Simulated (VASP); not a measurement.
Wanted: the native input for a VASP 6.6.1 run.

```
Task                   : band structure
Functional             : PBEsol
Potentials or basis    : VASP PAW PBE potentials, release 64 (Ga_d, P)
Cutoff                 : 520 eV
k mesh                 : 9 × 9 × 9
Occupations            : gaussian, width 0.02 eV
Spin                   : no spin polarisation
Further INCAR settings : ALGO = Normal; EDIFF = 1e-06
```

The structure of GaP lies in POSCAR:

```
GaP
1.0
    1.9143800000      1.1052700000      6.3564400000
   -1.9143800000      1.1052700000      6.3564400000
    0.0000000000     -2.2105400000      6.3564400000
Ga P
2 2
Direct
    0.4358000000      0.4358000000      0.4358000000
    0.5642000000      0.5642000000      0.5642000000
    0.0577900000      0.0577900000      0.0577900000
    0.9422100000      0.9422100000      0.9422100000
```

Measurements of this composition are mostly on another form, of space group No. 216.

These files were run (other wordings do the same):

INCAR

```
PREC = Accurate ; ENCUT = 520
EDIFF = 1E-6 ; ISMEAR = 0
SIGMA = 0.02 ; LREAL = F
LASPH = T ; NELM = 80
ALGO = Normal ; ISIF = 2
LWAVE = F ; LCHARG = F
GGA = PS
```

KPOINTS

```
regular mesh
0
Gamma
  9 9 9
```

KPOINTS_OPT

```
path GLB1,BZGX,QFP1Z,LP
15
line-mode
reciprocal
 0.0000000000  0.0000000000  0.0000000000  G
 0.5000000000  0.0000000000  0.0000000000  L

 0.5000000000  0.0000000000  0.0000000000  L
 0.5000000000  0.1868232629 -0.1868232629  B1

 0.8131767371  0.5000000000  0.1868232629  B
 0.5000000000  0.5000000000  0.5000000000  Z

 0.5000000000  0.5000000000  0.5000000000  Z
 0.0000000000  0.0000000000  0.0000000000  G

 0.0000000000  0.0000000000  0.0000000000  G
 0.3434116315  0.0000000000 -0.3434116315  X

 0.6565883685  0.3434116315  0.0000000000  Q
 0.5000000000  0.5000000000  0.0000000000  F

 0.5000000000  0.5000000000  0.0000000000  F
 0.6565883685  0.6565883685  0.1868232629  P1

 0.6565883685  0.6565883685  0.1868232629  P1
 0.5000000000  0.5000000000  0.5000000000  Z

 0.5000000000  0.0000000000  0.0000000000  L
 0.8131767371  0.3434116315  0.3434116315  P
```

Potentials or basis: VASP PAW PBE potentials, release 64 (Ga_d, P).

Command:

```console
$ cat potpaw_PBE.64/Ga_d/POTCAR potpaw_PBE.64/P/POTCAR > POTCAR
$ mpirun -np 1 vasp_std > vasp.out
```

It gave:

| Quantity | Value |
| --- | --- |
| Pressure | 0.0 GPa |
| Largest force | 0.004 eV/Å |
| Band gap on the k mesh | 0.79 eV, indirect (least direct gap 1.15 eV) |
| Band gap along the path | 0.69 eV, indirect (least direct gap 1.15 eV) |

Caveat: the PAW data sets were made with another functional, which shifts forces and pressure a little; the mesh misses the band edges, which the band path finds closer together.

It took 12 min on 1 thread of AMD EPYC 7R43 64-Core Processor (Zen 3), with other jobs on the host, peak memory 0.41 GiB.
